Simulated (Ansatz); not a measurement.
# Stress against strain in HfB2

```xyz
3
Lattice="3.1400 0.0000 0.0000 -1.5700 2.7193 0.0000 0.0000 0.0000 3.4800" Properties=species:S:1:pos:R:3 pbc="T T T"
Hf    0.0000    0.0000    0.0000
B     0.0000    1.8129    1.7400
B     1.5700    0.9064    1.7400
```

Atoms are numbered in the order listed.

The cell is COD entry 1510711, as deposited and not checked against the literature; nothing was relaxed.

Spin–orbit coupling is left out, though it moves levels of the heavy atoms by tenths of an eV or more.

All numbers below come from DFT, PBE, all-electron LAPW, scalar-relativistic in Ansatz 0.2.0.

Settings: a Γ-centred 13×13×11 k mesh, Fermi–Dirac smearing of 0.05 eV, basis error target 0.5 meV/atom, no spin polarisation.

The strain is applied along the Cartesian axes of the cell as listed (γ is the engineering shear, twice εxy = εyz = εzx). Fractional coordinates are held (clamped ions).

σ is the change of stress from the unstrained cell, which is at 1.43 GPa; tension is positive, so slopes are stress–strain coefficients at that pressure. In a metal the k mesh adds noise.

Only quantities that a quadratic follows smoothly over the whole series are listed; rougher ones are left out.

| γ | σxy (GPa) | σyz (GPa) |
| --- | --- | --- |
| -0.0300 | -8.42 | -8.19 |
| -0.0200 | -5.56 | -5.40 |
| -0.0100 | -2.76 | -2.67 |
| 0.0000 | 0.00 | 0.00 |
| 0.0100 | 2.69 | 2.61 |
| 0.0300 | 7.83 | 7.61 |

(1) Fit the series and read off the stiffness at zero strain.

(2) One run, at γ = 0.0200, is withheld. Predict its row.

## Answers

(1) Least-squares fits y = p0 + p1 x + p2 x² to the rows give σxy (GPa): p1 = 271, p2 = -330; σyz (GPa): p1 = 263, p2 = -320.

(2) The fits give 5.29, 5.14; the run gave 5.31, 5.15.
